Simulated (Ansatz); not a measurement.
# Relaxing random alloy of the bcc Mo-W line, x = 0.5 (54 atoms), part 2 of 2

Aim: bring random alloy of the bcc Mo-W line, x = 0.5 (54 atoms) to a nearby minimum of the energy and see what moves.

Ansatz 0.2.0; Kohn-Sham DFT, PBE, PAW (set soft_2), plane waves.

The cell: 27 Mo and 27 W. The host structure and its lattice constant were typed by rule, without a check against the phase diagram. No spin–orbit coupling is included.

So far. Step 3 (Cell and atoms relaxed): The relaxation changed the energy by -8.18 meV/atom, and atoms moved by 0.032 Å r.m.s., 0.061 Å at most.

## Step 5: Single point at the relaxed geometry

One more single point at the end of the walk gives the fuller output and checks the residual forces.

The input, input.yaml:

```yaml
crystal:
  lattice:
    - [9.51554, 0.00032, -9.0e-05]
    - [0.00032, 9.51525, 6.0e-05]
    - [-9.0e-05, 6.0e-05, 9.51516]
  atoms:
    - { symbol: Mo, position: [0.00012, 2.0e-05, 0.00034] }
    - { symbol: W, position: [0.16677, 0.16668, 0.1672] }
    - { symbol: Mo, position: [0.00011, 8.0e-05, 0.33345] }
    - { symbol: W, position: [0.16688, 0.16677, 0.49966] }
    [... 44 atom lines left out ...]
    - { symbol: Mo, position: [0.66672, 0.66694, 0.00016] }
    - { symbol: W, position: [0.83358, 0.83338, 0.16683] }
    - { symbol: W, position: [0.66641, 0.66714, 0.33342] }
    - { symbol: W, position: [0.83342, 0.83351, 0.4998] }
    - { symbol: W, position: [0.66661, 0.66697, 0.66665] }
    - { symbol: W, position: [0.83344, 0.83329, 0.83353] }
kpoints:
  mp_grid: { grid: [2, 2, 2] }
hamiltonian:
  xc: pbe
scf:
  occupations: { method: fermi_dirac, width: 0.1 }
output:
  forces: true
  stress: true
  populations: true
  dos:
    method: { smearing: { sigma: 0.08 } }
    de: 0.05
    projected: { site_lists: { Mo: [Mo], W: [W] } }
  eigenvalues: true
  write_density: true
  write_potential: true
  volumetric_format: npy
```

Launch:

```console
$ ansatz run input.yaml --threads 10 --pin off --max-ram 102400MiB --backend cuda --events-out ev --progress --plain --runs-dir out
```

Numbers of over 12 decimals in the logs are rounded to 6 here.

Log:

```text
[...]
GPU FFT provider: cuFFT
GPU libraries: cuBLAS 13.8.2, cuFFT 12.4.0, cuSOLVER 12.3.4
Crystal: 54 atoms, lattice volume = 861.529 Å³
Basis set: ecut = 420 eV, 16831 PW (Γ), exchange–correlation on 128×128×128 points (8 copies of the dense FFT grid, shifted against one another)
Bands: 454, of which v1, the nominal top of the filled ones, is band 378 counted from 1 (377 counted from 0)
Symmetry: 1 space group operations
[...]
k-points: 8
[...]
GPU buffer pool allocated for 262144 grid points (all kernels)
[...]
SCF iter   1: F=—  HF=-414204.166184 eV  |F-HF|=—  |Δ(HF+E_count)|=         —  Δρ=3.28e-3  dr2=3.69e-1  ethr=1.77e-3  ⟨swp⟩=4.4  Hψ=13216  notcnv=0
[...]
SCF iter   7: F=-414204.143897 eV  HF=-414204.143897 eV  |F-HF|=4.89e-9  |Δ(HF+E_count)|=   1.87e-8  Δρ=5.80e-7  dr2=6.34e-9  ethr=1.32e-11  ⟨swp⟩=12.8  Hψ=32484  notcnv=0
SCF 1 converged in 7 iterations: F = -414204.143897 eV  dr2 = 6.34e-9
[...]
SCF converged after 7 iterations
Free energy (F): -414204.143897 eV
[...]
Internal energy: -414203.326359 eV  (E = F + TS)
E sigma→0 (E₀):  -414203.735128 eV
Entropy (-TS):   -0.817538 eV (-15.140 meV/atom)
Fermi energy:    21.538492 eV
[...]
--- Forces (eV/Å), atoms counted from 1 ---
  atom   1  Mo     0.00071123     0.00062979     0.00115974
  atom   2  W      0.00021620     0.00002097     0.00019857
  atom   3  Mo     0.00063329    -0.00072588    -0.00025743
  atom   4  W      0.00003560     0.00067432     0.00064114
  atom   5  W      0.00062109    -0.00046465    -0.00046734
  atom   6  W     -0.00021797    -0.00043180    -0.00047974
  atom   7  W     -0.00070366    -0.00081730     0.00000783
  atom   8  W     -0.00095362    -0.00025566    -0.00042621
  atom   9  Mo    -0.00039777     0.00039865     0.00061044
  atom  10  Mo    -0.00012313    -0.00010818     0.00047907
  atom  11  Mo    -0.00030114    -0.00008010     0.00054940
  atom  12  W     -0.00002637    -0.00041835    -0.00057259
  atom  13  Mo    -0.00088688    -0.00020001    -0.00042607
  atom  14  Mo     0.00045503     0.00003558    -0.00048231
[...]
atom  53  W     -0.00114806    -0.00085803    -0.00066963
  atom  54  W     -0.00013330     0.00087011     0.00019208
  max |Σ_I F_I| component: 3.76e-6 eV/Å
--- Stress (GPa, compression-positive) ---
        0.000978      -0.004841       0.001615
       -0.004841      -0.002319       0.000256
        0.001615       0.000256       0.000171
  P = ⅓ Tr σ = -0.0004 GPa (-0.004 kbar)
--- Band table (eV; the first three rows and the last of 8) ---
[...]
--- Löwdin populations: 54 sites ---
  site symbol       q [e]
     0     Mo     14.0531
     1      W     13.7524
     2     Mo     14.0124
[...]
53      W     13.7493
  spilling = 0.007590 (of n_electrons = 756.000000)
```

Elapsed: 4.8 s, on 1 × NVIDIA H100 80GB HBM3 with 10 threads of AMD EPYC 7R13 (Zen 3), shared host; peak memory 2.3 GiB; 18 s of CPU time.

That memory is the host's; the program planned up to 26.5 GiB on the GPU.

Read from the output:

```
free energy                             : -414204.1439 eV
free energy per atom                    : -7670.4471 eV/atom
SCF cycles                              : 7
pressure                                : -0.0003898 GPa
r.m.s. force component                  : 0.00062 eV/Å
longest force                           : 0.00178 eV/Å
Fermi energy                            : 21.54 eV
levels partly filled by over 2 per cent : 87
spilling of the projection              : 0.00759
```

States in the cell by windows of 1 eV, zero at the Fermi level; the larger projections on atomic orbitals stand beside the total:

```tsv
from (eV)	to (eV)	total	Mo d	W d	W s	Mo s
-14	-9	0.0	0.0	0.0	0.0	0.0
-9	-8	1.0	0.0	0.0	0.6	0.3
-8	-7	4.5	0.1	0.1	2.7	1.5
-7	-6	7.3	0.8	0.8	3.9	1.6
-6	-5	30.2	9.1	10.4	6.3	3.8
-5	-4	56.4	23.4	23.4	3.1	5.6
-4	-3	67.9	33.1	31.5	0.8	1.3
-3	-2	68.8	34.6	29.7	1.3	1.2
-2	-1	62.5	27.6	25.4	2.8	3.6
-1	0	25.4	11.5	10.2	0.8	1.1
0	1	40.3	21.6	16.4	0.4	0.5
```

The stored curve holds about 324 of the 756 electrons; the rest, give or take the few that broadening carries across the Fermi level, lie in deeper levels below its range.

The levels nearest the highest filled one (over half full), pooled over k-points and spins:

```tsv
level less the highest filled one (eV)	occupation
-0.0735	1.38
-0.0714	1.37
-0.0658	1.35
-0.0354	1.21
-0.0132	1.10
0	1.03
0.0317	0.874
0.0404	0.831
0.0834	0.633
0.0955	0.582
0.101	0.559
0.12	0.486
```

Valence density in the ac plane at fractional y = 0.000, with atoms of Mo and W within 0.2 Å of it. It is the smooth field of the valence electrons, not physical close to the nuclei.

Ten even steps from '0' (0.2 e/Å³) to '9' (6.5 e/Å³), each cell a mean:
```
962000037762000037762000038
320000013320000013320000012
000000000000000000000000000
000000000000000000000000000
000000000000000000000000000
100000000100000000100000001
641000026741000026741000025
672000049972000049972000047
762000038962000038962000037
320000013320000013320000013
000000000000000000000000000
000000000000000000000000000
000000000000000000000000000
100000001100000001100000001
741000026741000026741000026
972000049972000049972000049
962000038962000038962000038
320000012320000012320000012
000000000000000000000000000
000000000000000000000000000
000000000000000000000000000
100000001100000001100000001
741000025641000025641000026
972000047672000047672000049
```
Columns run along a (9.5 Å), rows up along c (9.5 Å). Atoms in or near the plane, at fractional coordinates: Mo at (0.00, 0.00), Mo at (0.00, 0.33), W at (0.00, 0.67), W at (0.33, 0.00), Mo at (0.33, 0.33), Mo at (0.33, 0.67), W at (0.67, 0.00), Mo at (0.67, 0.33), Mo at (0.67, 0.67).

Electrostatic potential energy in the ac plane at fractional y = 0.000, with atoms of Mo and W within 0.2 Å of it. With pseudopotentials it is smooth inside the atoms' cores, unlike the true potential.

Ten even steps from '_' (-55 eV) to '@' (23 eV), each cell a mean:
```
__..++@@@@@@##==..__::**%%@@@@##==....::**%%@@@@%%==__
==++%%@@@@@@@@##++==++%%@@@@@@@@##++==++%%@@@@@@@@##==
%%@@@@@@@@@@@@@@%%%%@@@@@@@@@@@@@@%%%%@@@@@@@@@@@@@@%%
@@@@@@@@@@@@@@@@@@@@@@@@@@@@@@@@@@@@@@@@@@@@@@@@@@@@@@
@@@@@@@@@@@@@@@@@@@@@@@@@@@@@@@@@@@@@@@@@@@@@@@@@@@@@@
**##@@@@@@@@@@%%##**##@@@@@@@@@@%%##**##@@@@@@@@@@%%##
::==##@@@@@@%%++::..--##@@@@@@%%++::..--##@@@@@@%%++--
__..++%%@@@@##--______++%%@@@@##--______++%%@@@@##--__
__::++%%@@@@%%==____..++@@@@@@%%==____..++@@@@@@##==..
==++%%@@@@@@@@##====++%%@@@@@@@@##====++%%@@@@@@@@##==
%%@@@@@@@@@@@@@@%%%%@@@@@@@@@@@@@@%%%%@@@@@@@@@@@@@@%%
@@@@@@@@@@@@@@@@@@@@@@@@@@@@@@@@@@@@@@@@@@@@@@@@@@@@@@
@@@@@@@@@@@@@@@@@@@@@@@@@@@@@@@@@@@@@@@@@@@@@@@@@@@@@@
**##@@@@@@@@@@%%##**##@@@@@@@@@@%%##**##@@@@@@@@@@%%##
..--##@@@@@@%%++::..--##@@@@@@%%++::..--##@@@@@@%%++::
____++%%@@@@##--______++%%@@@@##--______++%%@@@@##--__
__..++@@@@@@%%==____..**@@@@@@%%==____..++@@@@@@%%==__
==++%%@@@@@@@@##====++%%@@@@@@@@##====++%%@@@@@@@@##==
%%@@@@@@@@@@@@@@%%%%@@@@@@@@@@@@@@%%%%@@@@@@@@@@@@@@%%
@@@@@@@@@@@@@@@@@@@@@@@@@@@@@@@@@@@@@@@@@@@@@@@@@@@@@@
@@@@@@@@@@@@@@@@@@@@@@@@@@@@@@@@@@@@@@@@@@@@@@@@@@@@@@
**##@@@@@@@@@@%%##**##@@@@@@@@@@%%##**##@@@@@@@@@@%%##
..--##@@@@@@%%++::::--##@@@@@@%%++::::--##@@@@@@%%++::
____++%%@@@@##--____..++%%@@@@##--____..++%%@@@@##--__
```
Columns run along a (9.5 Å; values clipped at the 3rd and 97th percentile), rows up along c (9.5 Å). Atoms in or near the plane, at fractional coordinates: Mo at (0.00, 0.00), Mo at (0.00, 0.33), W at (0.00, 0.67), W at (0.33, 0.00), Mo at (0.33, 0.33), Mo at (0.33, 0.67), W at (0.67, 0.00), Mo at (0.67, 0.33), Mo at (0.67, 0.67).

Local excerpt of 9 atoms (numbers count through the whole input) about W42, picked at random; x, y, z are measured from there.

```tsv
atom	x	y	z	distance (Å)
W42	0.00	0.00	0.00	0.00
W47	-1.58	1.59	-1.59	2.75
Mo41	-1.59	-1.59	-1.59	2.75
W5	1.59	-1.59	-1.59	2.75
W7	1.58	1.59	1.59	2.75
Mo1	1.59	-1.59	1.59	2.75
Mo11	1.59	1.59	-1.59	2.75
W37	-1.59	-1.59	1.59	2.75
W43	-1.58	1.59	1.59	2.75
```

## Step 6: K-mesh 3×3×3

A denser mesh tests the sampling of the Brillouin zone.

Changes to input.yaml since step 5:

```diff
@@ -8,3 +8,3 @@
 kpoints:
-  mp_grid: { grid: [2, 2, 2] }
+  mp_grid: { grid: [3, 3, 3] }
 hamiltonian:
@@ -22,4 +22 @@
   eigenvalues: true
-  write_density: true
-  write_potential: true
-  volumetric_format: npy
```

Log:

```text
[...]
concurrent solve slots: 7 of 10 are kept, ahead of what memory takes: no pass of the eigensolver takes more rounds on 7
[...]
GPU FFT provider: cuFFT
GPU libraries: cuBLAS 13.8.2, cuFFT 12.4.0, cuSOLVER 12.3.4
Crystal: 54 atoms, lattice volume = 861.529 Å³
Basis set: ecut = 420 eV, 16831 PW (Γ), exchange–correlation on 128×128×128 points (8 copies of the dense FFT grid, shifted against one another)
Bands: 454, of which v1, the nominal top of the filled ones, is band 378 counted from 1 (377 counted from 0)
Symmetry: 1 space group operations
[...]
k-points: 14 of 27 (time reversal used)
[...]
GPU buffer pool allocated for 262144 grid points (all kernels)
[...]
SCF iter   1: F=—  HF=-414203.233059 eV  |F-HF|=—  |Δ(HF+E_count)|=         —  Δρ=3.15e-3  dr2=3.23e-1  ethr=1.77e-3  ⟨swp⟩=4.2  Hψ=23541  notcnv=0
[...]
SCF iter   6: F=—  HF=-414203.215179 eV  |F-HF|=—  |Δ(HF+E_count)|=   5.71e-3  Δρ=3.36e-6  dr2=1.28e-7  ethr=5.16e-10  ⟨swp⟩=2.0  Hψ=11121  notcnv=0
SCF iter   7: F=-414203.215179 eV  HF=-414203.215179 eV  |F-HF|=3.73e-9  |Δ(HF+E_count)|=   7.33e-9  Δρ=5.89e-7  dr2=5.13e-9  ethr=1.32e-11  ⟨swp⟩=5.6  Hψ=18279  notcnv=0
SCF 1 converged in 7 iterations: F = -414203.215179 eV  dr2 = 5.13e-9
[...]
SCF converged after 7 iterations
Free energy (F): -414203.215179 eV
[...]
Internal energy: -414201.937019 eV  (E = F + TS)
E sigma→0 (E₀):  -414202.576099 eV
Entropy (-TS):   -1.278160 eV (-23.670 meV/atom)
Fermi energy:    21.534881 eV
[...]
Σ components = -414203.215179   (vs F -414203.215179, Δ=0.00e0)
--- Forces (eV/Å), atoms counted from 1 ---
  atom   1  Mo    -0.01071122    -0.00718658    -0.01221825
  atom   2  W      0.00161528     0.00046038     0.01963298
  atom   3  Mo     0.00491167     0.00502327     0.01335264
  atom   4  W     -0.01529860    -0.01284623    -0.01519742
[...]
atom  54  W     -0.00108201     0.01529194    -0.00222557
  max |Σ_I F_I| component: 3.94e-6 eV/Å
--- Stress (GPa, compression-positive) ---
       -0.003372      -0.001736       0.000750
       -0.001736       0.003201       0.001803
        0.000750       0.001803       0.012297
  P = ⅓ Tr σ = 0.0040 GPa (0.040 kbar)
--- Band table (eV; the first three rows and the last of 14) ---
[...]
--- Löwdin populations: 54 sites ---
  site symbol       q [e]
     0     Mo     14.0558
     1      W     13.7523
     2     Mo     14.0150
[...]
53      W     13.7512
  spilling = 0.007500 (of n_electrons = 756.000000)
```

Elapsed: 6.2 s, on 1 × NVIDIA H100 80GB HBM3 with 10 threads; peak memory 2.7 GiB; 26 s of CPU time.

That memory is the host's; the program planned up to 27.4 GiB on the GPU.

Geometry and reference: those of the single point at the relaxed geometry.

Forces differ from those of the single point at the relaxed geometry by 8.5 meV/Å r.m.s.; the energy by +17 meV/atom.

## Step 7: Functional r2SCAN (500 eV)

The meta-GGA r2SCAN uses the kinetic energy density as well as the density and its gradient. Besides, the cutoff goes from 420 to 500 eV.

This step: Kohn-Sham DFT, r2SCAN, PAW (set soft_2), plane waves (Ansatz 0.2.0).

Changes to input.yaml since step 6:

```diff
@@ -8,5 +8,5 @@
 kpoints:
-  mp_grid: { grid: [3, 3, 3] }
+  mp_grid: { grid: [2, 2, 2] }
 hamiltonian:
-  xc: pbe
+  xc: r2scan
 scf:
```

Log:

```text
[...]
GPU FFT provider: cuFFT
GPU libraries: cuBLAS 13.8.2, cuFFT 12.4.0, cuSOLVER 12.3.4
Crystal: 54 atoms, lattice volume = 861.529 Å³
Basis set: ecut = 500 eV, 21885 PW (Γ), exchange–correlation on 288×288×288 points (64 copies of the dense FFT grid, shifted against one another)
Bands: 454, of which v1, the nominal top of the filled ones, is band 378 counted from 1 (377 counted from 0)
Symmetry: 1 space group operations
[...]
k-points: 8
[...]
GPU buffer pool allocated for 373248 grid points (all kernels)
[...]
SCF iter   1: F=—  HF=-414853.288032 eV  |F-HF|=—  |Δ(HF+E_count)|=         —  Δρ=1.37e-2  dr2=4.39e0  dr2_τ=2.30e0  ethr=1.77e-3  ⟨swp⟩=4.5  Hψ=13569  notcnv=0
[...]
SCF iter  10: F=—  HF=-414853.363599 eV  |F-HF|=—  |Δ(HF+E_count)|=  5.82e-11  Δρ=2.74e-6  dr2=1.35e-7  dr2_τ=1.32e-8  ethr=9.57e-11  ⟨swp⟩=2.0  Hψ=4873  notcnv=0
SCF iter  11: F=-414853.363599 eV  HF=-414853.363599 eV  |F-HF|=3.28e-8  |Δ(HF+E_count)|=   5.41e-9  Δρ=1.23e-6  dr2=3.74e-8  dr2_τ=5.08e-9  ethr=1.32e-11  ⟨swp⟩=8.2  Hψ=9468  notcnv=0
SCF 1 converged in 11 iterations: F = -414853.363599 eV  dr2 = 3.74e-8
[...]
SCF converged after 11 iterations
Free energy (F): -414853.363599 eV
[...]
Internal energy: -414852.702375 eV  (E = F + TS)
E sigma→0 (E₀):  -414853.032987 eV
Entropy (-TS):   -0.661224 eV (-12.245 meV/atom)
Fermi energy:    21.406036 eV
[...]
Σ components = -414853.363599   (vs F -414853.363599, Δ=0.00e0)
--- Forces (eV/Å), atoms counted from 1 ---
  atom   1  Mo    -0.00204765     0.02002665    -0.02774516
  atom   2  W      0.01934949     0.02649791    -0.01934399
  atom   3  Mo     0.00106608     0.00637005     0.01411195
  atom   4  W      0.01235994     0.00247176     0.01310774
[...]
atom  54  W      0.00993820     0.02944227    -0.00446427
  max |Σ_I F_I| component: 2.09e-5 eV/Å
--- Stress (GPa, compression-positive) ---
       -3.414957      -0.010976       0.003358
       -0.010976      -3.392565       0.000066
        0.003358       0.000066      -3.387954
  P = ⅓ Tr σ = -3.3985 GPa (-33.985 kbar)
--- Band table (eV; the first three rows and the last of 8) ---
[...]
--- Löwdin populations: 54 sites ---
  site symbol       q [e]
     0     Mo     14.0373
     1      W     13.7434
     2     Mo     13.9987
[...]
53      W     13.7405
  spilling = 0.008436 (of n_electrons = 756.000000)
```

Elapsed: 6.7 s, on 1 × NVIDIA H100 80GB HBM3 with 10 threads; peak memory 2.8 GiB.

That memory is the host's; the program planned up to 25.7 GiB on the GPU.

Geometry and reference: those of the single point at the relaxed geometry.

Forces differ from those of the single point at the relaxed geometry by 17 meV/Å r.m.s.; the pressure by -3.4 GPa.

## Step 8: Functional PBEsol

PBEsol restores the gradient expansion of exchange for slowly varying densities and usually gives shorter bonds in solids than PBE.

This step: Kohn-Sham DFT, PBEsol, PAW (set soft_2), plane waves (Ansatz 0.2.0).

Changes to input.yaml since step 7:

```diff
@@ -10,3 +10,3 @@
 hamiltonian:
-  xc: r2scan
+  xc: pbesol
 scf:
```

Log:

```text
[...]
GPU FFT provider: cuFFT
GPU libraries: cuBLAS 13.8.2, cuFFT 12.4.0, cuSOLVER 12.3.4
Crystal: 54 atoms, lattice volume = 861.529 Å³
Basis set: ecut = 420 eV, 16831 PW (Γ), exchange–correlation on 128×128×128 points (8 copies of the dense FFT grid, shifted against one another)
Bands: 454, of which v1, the nominal top of the filled ones, is band 378 counted from 1 (377 counted from 0)
Symmetry: 1 space group operations
[...]
k-points: 8
[...]
GPU buffer pool allocated for 262144 grid points (all kernels)
[...]
SCF iter   1: F=—  HF=-409159.802417 eV  |F-HF|=—  |Δ(HF+E_count)|=         —  Δρ=6.47e-3  dr2=1.18e0  ethr=1.77e-3  ⟨swp⟩=4.4  Hψ=13216  notcnv=0
[...]
SCF iter   6: F=—  HF=-409159.697685 eV  |F-HF|=—  |Δ(HF+E_count)|=   5.67e-3  Δρ=4.97e-6  dr2=3.52e-7  ethr=2.01e-9  ⟨swp⟩=2.0  Hψ=5035  notcnv=0
SCF iter   7: F=-409159.697685 eV  HF=-409159.697685 eV  |F-HF|=9.14e-9  |Δ(HF+E_count)|=   5.50e-8  Δρ=9.16e-7  dr2=1.19e-8  ethr=1.32e-11  ⟨swp⟩=7.9  Hψ=12278  notcnv=0
SCF 1 converged in 7 iterations: F = -409159.697685 eV  dr2 = 1.19e-8
[...]
SCF converged after 7 iterations
Free energy (F): -409159.697685 eV
[...]
Internal energy: -409158.863843 eV  (E = F + TS)
E sigma→0 (E₀):  -409159.280764 eV
Entropy (-TS):   -0.833843 eV (-15.442 meV/atom)
Fermi energy:    21.383479 eV
[...]
Σ components = -409159.697685   (vs F -409159.697685, Δ=0.00e0)
--- Forces (eV/Å), atoms counted from 1 ---
  atom   1  Mo     0.00031245     0.00012454    -0.01016568
  atom   2  W      0.00620018     0.00592730    -0.01811862
  atom   3  Mo     0.00065520    -0.00105631    -0.00039753
  atom   4  W     -0.00017333     0.00046570     0.01321652
[...]
atom  54  W     -0.00682599     0.00634911    -0.00664152
  max |Σ_I F_I| component: 3.02e-6 eV/Å
--- Stress (GPa, compression-positive) ---
       -8.189322      -0.005575       0.001714
       -0.005575      -8.193075       0.000023
        0.001714       0.000023      -8.190156
  P = ⅓ Tr σ = -8.1909 GPa (-81.909 kbar)
--- Band table (eV; the first three rows and the last of 8) ---
[...]
--- Löwdin populations: 54 sites ---
  site symbol       q [e]
     0     Mo     14.0477
     1      W     13.7577
     2     Mo     14.0084
[...]
53      W     13.7547
  spilling = 0.007569 (of n_electrons = 756.000000)
```

Run time: 4.9 s. Hardware: 1 × NVIDIA H100 80GB HBM3 with 10 threads; peak memory 2.2 GiB.

That memory is the host's; the program planned up to 26.5 GiB on the GPU.

Geometry and reference: those of the single point at the relaxed geometry.

Forces differ from those of the single point at the relaxed geometry by 8.6 meV/Å r.m.s.; the pressure by -8.2 GPa.

## Step 9: What each setting buys

Each row is set against the single point at the relaxed geometry (Kohn-Sham DFT, PBE, PAW (set soft_2), plane waves; r.m.s. force component 6.2e-4 eV/Å). Energies are set beside the reference only for runs with its functional, potentials and electron count. Times are for 1 × NVIDIA H100 80GB HBM3 with 10 threads of AMD EPYC 7R13 (Zen 3), shared host. The reference's time includes grids, which some other runs skip.

```tsv
run	Δ force, r.m.s. (meV/Å)	Δ energy (meV/atom)	Δ pressure (GPa)	cycles	time	host memory (GiB)	planned on the GPU (GiB)
reference	-	-	-	7	4.8 s	2.3	26
k-mesh 3×3×3	8.53	17.2	0.0044	7	6.2 s	2.7	27
functional r2SCAN (500 eV)	16.8	-	-3.40	11	6.7 s	2.8	26
functional PBEsol	8.65	-	-8.19	7	4.9 s	2.2	26
```

## Step 10: Results

```
energy change in the relaxation : -8.18 meV/atom
r.m.s. displacement             : 0.032 Å
largest displacement            : 0.061 Å
free energy per atom            : -7670.4471 eV/atom
density                         : 14.56 g/cm³
pressure                        : -0.0003898 GPa
r.m.s. force component          : 0.00062 eV/Å
wall time of the 6 DFT runs     : 34 s
```

**Reading.** Relaxation lowers the energy by 8.18 meV/atom and moves atoms by 0.032 Å r.m.s.; the r.m.s. force component goes from 0.32 to 6.2e-4 eV/Å. Displacements are taken in the final cell, so they leave out its strain. The cell shrank by 0.1 % in volume. From the first step to the last the energy fell by 0.442 eV, across changes of basis, and the largest move was 0.06 Å (Mo23). 87 levels are partly filled, by over 2 % (on the run's k-points), as in a metal.

Among the changes of functional, dispersion, potentials or spin set against this reference, functional r2SCAN (500 eV) moves the forces most, by 17 meV/Å r.m.s.

[Logs are printed without paths, hosts, clocks, repeated set-up lines and the standing remarks that a program may print on its own settings, such as how far it seeks lower states.]

[Hosts, paths, dates, database ids (printed as entryN), source tags and the programs' standing remarks are cut or masked in the printed files.]
